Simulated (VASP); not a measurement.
Set up this calculation in VASP 6.6.1, as the native input.

```
Task                   : relaxation of the atoms
Functional             : PBEsol
Potentials or basis    : VASP PAW PBE potentials, release 64 (In_d, P)
Cutoff                 : 600 eV
k mesh                 : 8 × 8 × 8
Occupations            : gaussian, width 0.03 eV
Spin                   : no spin polarisation
Further INCAR settings : ALGO = Fast; EDIFF = 1e-07; IBRION = 2; EDIFFG = -0.01; NSW = 40
```

The structure of InP lies in POSCAR:

```
InP                                     
1.0
    0.0000000000      2.9587971506      2.9587971506
    2.9587971506      0.0000000000      2.9587971506
    2.9587971506      2.9587971506      0.0000000000
  In              P             
     1     1
Direct
     0.0000000000000000    0.0000000000000000    0.0000000000000000
     0.2500000000000000    0.2500000000000000    0.2500000000000000
```

The cell isn't the ideal one: a relaxed cell with its volume scaled by 1.02.

One way to write it, as run:

INCAR

```
ALGO = Fast ; EDIFF = 1E-7
EDIFFG = -0.01 ; ENCUT = 600
GGA = PS ; IBRION = 2
ISIF = 2 ; ISMEAR = 0
LASPH = T ; LCHARG = F
LREAL = F ; LWAVE = F
NELM = 80 ; NSW = 40
PREC = Accurate ; SIGMA = 0.03
```

KPOINTS

```
k-points
0
Gamma
  8 8 8
```

Potentials or basis: VASP PAW PBE potentials, release 64 (In_d, P).

The run is started by

```sh
$ cat potpaw_PBE.64/In_d/POTCAR potpaw_PBE.64/P/POTCAR > POTCAR
$ mpirun -np 1 vasp_std > vasp.out
```

It gave:

```json
{
 "Pressure after relaxing": "-1.3 GPa",
 "Band gap on the k mesh": "0.46 eV, direct"
}
```

Caveat: the relaxation stopped at its first step, so nothing moved; the PAW data sets were made with another functional, which shifts forces and pressure a little; spin-orbit coupling is left out, which moves the levels of the heavy elements.

Run time: 37 s on 1 thread of Intel(R) Xeon(R) Platinum 8259CL CPU @ 2.50GHz (Skylake/Cascade Lake) (shared host), peak memory 0.21 GiB.
